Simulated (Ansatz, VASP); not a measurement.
**HfO2 in VASP and in Ansatz**

```xyz
3
Lattice="0.0000 2.5740 2.5740 2.5740 0.0000 2.5740 2.5740 2.5740 0.0000" Properties=species:S:1:pos:R:3 pbc="T T T"
Hf    0.0000    0.0000    0.0000
O     1.2870    1.2870    1.2870
O     3.8611    3.8611    3.8611
```

Alike in both runs: task single point; functional PBE; k mesh 8 × 8 × 8; occupations gaussian, width 0.02 eV; no spin polarisation.

|  | VASP | Ansatz |
| --- | --- | --- |
| version | VASP 6.6.1 | Ansatz 0.2.0 |
| potentials or method | VASP PAW PBE potentials, release 64 (Hf_pv, O) | scalar-relativistic, plane waves, PAW |
| plane-wave cutoff (eV) | 520 | 420 |
| valence electrons in the cell | 22 | 38 |

|  | VASP | Ansatz | Ansatz less VASP |
| --- | --- | --- | --- |
| gap on the k mesh at the Fermi level (eV) | 3.68 | 3.67 | -0.002 |
| least direct gap on the mesh (eV) | 3.68 | 3.67 | -0.002 |
| pressure (GPa) | -10.2 | -6.8 | +3.37 |

With one functional, cell and mesh, what is left measures potentials, basis and numerics. The two sets of potentials don't hold the same shells in valence.

Caveats: spin-orbit coupling is left out, which moves the levels of the heavy elements. Expect the measured gap to be larger: semilocal functionals such as PBE lack the derivative discontinuity. A k mesh can miss the band edges.
